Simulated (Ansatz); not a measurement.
GeTe:
Space group R3m, hexagonal axes (No. 160); a = b = 4.1322 Å, c = 10.3953 Å, α = β = 90.00°, γ = 120.00°

```json
[
 {"atom": "Ge", "site": "3a", "symmetry": "3m", "x": "0.0000", "y": "0.0000", "z": "0.7622"},
 {"atom": "Te", "site": "3a", "symmetry": "3m", "x": "0.0000", "y": "0.0000", "z": "0.2378"}
]
```
(The calculation used a cell of 2 atoms; values per cell refer to that cell.)

Relaxed at zero pressure with plane-wave PAW LDA (Ansatz code).

Question: The volume is raised by 9 % and shape and atoms relax at that volume. What pressure results, and how do the axes share the change?

Answer: -3.1 GPa; a 1.8 %, b 1.8 %, c 5.1 %; the energy rises by 25 meV/atom.

Question: Give the new structure.

Answer: 
Space group R3m, hexagonal axes (No. 160); a = b = 4.2079 Å, c = 10.9268 Å, α = β = 90.00°, γ = 120.00°

```json
[
 {"atom": "Ge", "site": "3a", "symmetry": "3m", "x": "0.0000", "y": "0.0000", "z": "0.7670"},
 {"atom": "Te", "site": "3a", "symmetry": "3m", "x": "0.0000", "y": "0.0000", "z": "0.2330"}
]
```

The phase is kept; no other phase was compared at this pressure.

The cell was relaxed with LDA under the symmetry of its start; of distortions, only those at the zone centre were tested. Spin–orbit coupling is left out wherever it is not named.

Potentials: the later of the program's two PAW sets.
